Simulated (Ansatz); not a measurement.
# TaN: the cost of one run

Computed with Ansatz 0.2.0 (DFT PBEsol, scalar-relativistic, unless a step's input says otherwise).

### 1 The system as given

The structure is hexagonal, space group P-6m2 (No. 187). The conventional cell has a = 2.938 Å, b = 2.938 Å, c = 2.883 Å, α = 90.00°, β = 90.00°, γ = 120.00°. Ta (site symmetry -6m2) has 6 N at 2.23 Å as nearest neighbours. Around N (site symmetry -6m2) lie 6 Ta at 2.23 Å.

As a file:

```xyz
2
Lattice="2.9380 0.0000 0.0000 -1.4690 2.5444 0.0000 0.0000 0.0000 2.8830" Properties=species:S:1:pos:R:3 pbc="T T T"
Ta    0.0000    1.6963    1.4415
N     0.0000    0.0000    0.0000
```

Atoms are numbered in the order of the input: Ta1, N2.

### 2 The deformed structure

Space group P-6m2 before, P1 after.

### 3 Full-potential LAPW

Contents of input.yaml:

```yaml
crystal:
  lattice:
    - [2.9379988584, 0.0440699829, 0.0440699829]
    - [-1.4308337045, 2.5223466563, 0.0161307333]
    - [0.043245, 0.043245, 2.883]
  atoms:
    - { symbol: Ta, position: [0.3333333333, 0.6666666667, 0.5] }
    - { symbol: "N", position: [0.0, 0.0, 0.0] }
kpoints:
  mp_grid: { grid: [12, 12, 10] }
  band_path:
    path:
      - [0.0, 0.0, 0.0]
      - [0.0, -0.5, 0.0]
      - [0.0, 0.0, 0.5]
      - [0.0, 0.0, 0.0]
      - [-0.5, 0.0, 0.0]
      - [-0.5, 0.5, -0.5]
      - [0.0, 0.0, 0.0]
      - [-0.5, 0.0, -0.5]
      - [-0.5, 0.5, 0.0]
    npoints: 5
scf:
  occupations: { method: fermi_dirac, width: 0.02 }
hamiltonian:
  xc: pbesol
  pseudopotentials: { kind: all_electron, lapw: { basis_error: 0.0005 } }
output:
  forces: true
  stress: true
  eigenvalues: true
```

The run is started by

```sh
> ansatz run input.yaml --threads 1 --pin off --max-ram 3072MiB --backend cpu --events-out ev --progress --plain --runs-dir out
```

**Question.** How long does this run take on 1 thread of Arm Neoverse V1, shared host, and how much memory does it need?

About 5.8 min, with a peak of 1.7 GiB.
